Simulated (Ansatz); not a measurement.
Here is the system:

NaBr:
```cif
data_Br4Na4
_chemical_formula_sum 'Na4 Br4'
_space_group_name_H-M_alt 'Fm-3m'
_space_group_IT_number 225
_space_group_name_Hall '-F 4 2 3'
_cell_length_a 5.99000
_cell_length_b 5.99000
_cell_length_c 5.99000
_cell_angle_alpha 90.000
_cell_angle_beta 90.000
_cell_angle_gamma 90.000
loop_
_atom_site_label
_atom_site_type_symbol
_atom_site_symmetry_multiplicity
_atom_site_Wyckoff_symbol
_atom_site_fract_x
_atom_site_fract_y
_atom_site_fract_z
_atom_site_occupancy
Na1 Na 4 a 0.00000 0.00000 0.00000 1
Br1 Br 4 b 0.50000 0.50000 0.50000 1
```
(The calculation used a cell of 2 atoms; values per cell refer to that cell.)

This is the HSE06-relaxed structure.

### Question
All from plane-wave PAW HSE06 (Ansatz code), unless another level is named. Estimate the band gap.

### Answer
5.34 eV (direct).

### Question
Give the valence-band maximum.

### Answer
at Γ.

The cell was relaxed with HSE06 under the symmetry of its start. The hybrid was solved on a coarse mesh, the path and, where they were found, the r²SCAN edge points; its band edges are the extreme levels among these. Scalar-relativistic: spin–orbit coupling is off unless named, which matters more the heavier the elements.

Potentials: the later of the program's two PAW sets.
